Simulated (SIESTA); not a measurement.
MnAs, 2 atoms in the cell. Symmetry: Fm-3m, No. 225, cubic system. The conventional cell has a = 5.336 Å, b = 5.336 Å, c = 5.336 Å, α = 90.00°, β = 90.00°, γ = 90.00°. Around Mn (site symmetry m-3m) lie 6 As at 2.67 Å. As (site symmetry m-3m) has 6 Mn at 2.67 Å as nearest neighbours. The cell was built by a generator and needn't be a form met in nature.

| Property | Result |
| --- | --- |
| Program | SIESTA 5.4.2 |
| Task | relaxation of cell and atoms |
| Functional | vdW-DF-cx |
| Potentials or basis | PseudoDojo 0.4 standard (PBE files) |
| Basis | DZP (energy shift 0.002 Ry) |
| Grid cutoff | 800 Ry |
| Energy shift | 0.002 Ry |
| k mesh | 7 × 7 × 7 |
| Occupations | fermi-dirac, width 0.05 eV |
| Spin | collinear spin, ferromagnetic start |
| Starting moments | [4.0, 0.0] μB |
| optimiser | Broyden |
| force tolerance | 0.01 eV/Å |

Potentials or basis: PseudoDojo 0.4 standard (PBE files), DZP (energy shift 0.002 Ry).

The run is started by

```sh
$ siesta < MnAs.fdf > MnAs.out 2>&1
```

Hardware: 1 thread of Intel(R) Xeon(R) CPU @ 2.80GHz (Skylake/Cascade Lake), on a shared host.

Estimate the wall time of this run.

Run time: 18 min on 1 thread of Intel(R) Xeon(R) CPU @ 2.80GHz (Skylake/Cascade Lake) (shared host), peak memory 0.45 GiB. Counts: scf iterations 89, k points 172, bands 37, ion steps 10.
